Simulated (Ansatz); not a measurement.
**What a trial cell of Ge relaxes into**

All numbers below come from DFT PBE, scalar-relativistic, plane waves, PAW in Ansatz. Cutoff 420 eV, Gaussian smearing, Γ-centred meshes. Cell and atoms relax first on a coarse mesh and then on a finer one. In between, the cell is made exact in the group found at 0.06 Å. In metals the finer mesh still leaves noise of several meV/atom or more. The steps can't lower the symmetry of their start. No spin polarisation.

The cell of Ge is invented: 4-connected net of one element (I4_122, No. 98). Its size is a rough estimate.

```cif
data_structure
_symmetry_space_group_name_H-M 'I4_122'
_symmetry_Int_Tables_number 98
_cell_length_a 4.3850
_cell_length_b 4.3850
_cell_length_c 8.7460
_cell_angle_alpha 90.000
_cell_angle_beta 90.000
_cell_angle_gamma 90.000
_cell_volume 168.17
loop_
_atom_site_label
_atom_site_type_symbol
_atom_site_symmetry_multiplicity
_atom_site_Wyckoff_symbol
_atom_site_fract_x
_atom_site_fract_y
_atom_site_fract_z
_atom_site_occupancy
Ge1 Ge 8 f 0.86138 0.25000 0.12500 1
```

Energies count from the standard state of Ge at the same level.

Question: Where does the relaxation end?

Answer: The symmetry goes from I4_122 (No. 98) to Pm-3m (No. 221), and the primitive cell from 4 to 1 atom. The end has the simple cubic type. The volume per atom shrinks by 5.2 %, from 21.0 to 19.9 Å³. The shortest distance goes from 2.29 Å (Ge–Ge) to 2.71 Å (Ge–Ge). The energy falls by about 0.41 eV/atom (the start's value is from the coarse mesh). The end is written in a standard setting, so origin, axes and order of atoms can differ from the start's. Conventional cell: a = 2.711 Å. Ge has 6 Ge at 2.71 Å.

```
CELL_PARAMETERS angstrom
2.71076 0.00000 0.00000
0.00000 2.71076 0.00000
0.00000 0.00000 2.71076
ATOMIC_POSITIONS crystal
Ge 0.50000 0.50000 0.50000
```

Question: How does it come out in energy, and is it a metal?

Answer:

| Item | Value |
| --- | --- |
| Energy over the standard state | +0.24 eV/atom |
| Gap on the 20×20×20 mesh of the 1-atom cell | 0 eV (a metal) |

So it is a metastable form at best.

The last run used Gaussian smearing of 0.10 eV. Symmetry constrained the relaxation, so the result can be a saddle point. Another cell of Ge relaxed alike, in Cmmm, lies 193 meV/atom lower, so this cell isn't the stable form at this level.
